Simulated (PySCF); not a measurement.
# Calculated NMR data

How the numbers were obtained: GFN2-xTB structure, shielding tensors at PBE0/pcSseg-1 (GIAO), in PySCF 2.14 (no relativistic terms, fast rotation and ring inversion assumed for equivalent nuclei, isolated molecule, one computed conformer).

Referencing at the same level of theory: 1H (σ = 31.72 ppm) and 13C (σ = 186.93 ppm) against TMS. Where no couplings were computed, multiplicities follow the n + 1 count of equivalent neighbours, and m marks all less simple cases (inequivalent or close neighbours, rings, F or P nearby). Shifts are as computed. Against solution values, carbons near 30 ppm lie about +3 ppm off and those near 130 ppm about +5 ppm. Of 1211 compounds with measured shifts, 218 miss one by over three times the rms of a fit or turn the order of signals round; such compounds aren't used in these exercises.

Compound 1 (C₈H₆). 1H NMR (400 MHz, computed): δ 7.90 (d, 2H), 7.63 (m, 2H), 7.61 (m, 1H), 2.81 (s, 1H). 13C{1H} NMR (computed): δ 139.6 (CH), 134.0 (CH), 133.8 (CH), 126.9 (C), 89.2 (C), 87.4 (CH). Structure: `C#Cc1ccccc1`.

Compound 2 (C₈H₆O₂). 1H NMR (400 MHz, computed): δ 8.36 (d, 1H), 7.90 (m, 1H), 7.84 (m, 1H), 7.69 (d, 1H), 5.44 (s, 2H). 13C{1H} NMR (computed): δ 174.4 (C), 154.1 (C), 138.3 (CH), 133.8 (CH), 133.6 (C), 133.1 (CH), 126.9 (CH), 71.5 (CH2). Structure: `C1OC(=O)c2c1cccc2`.
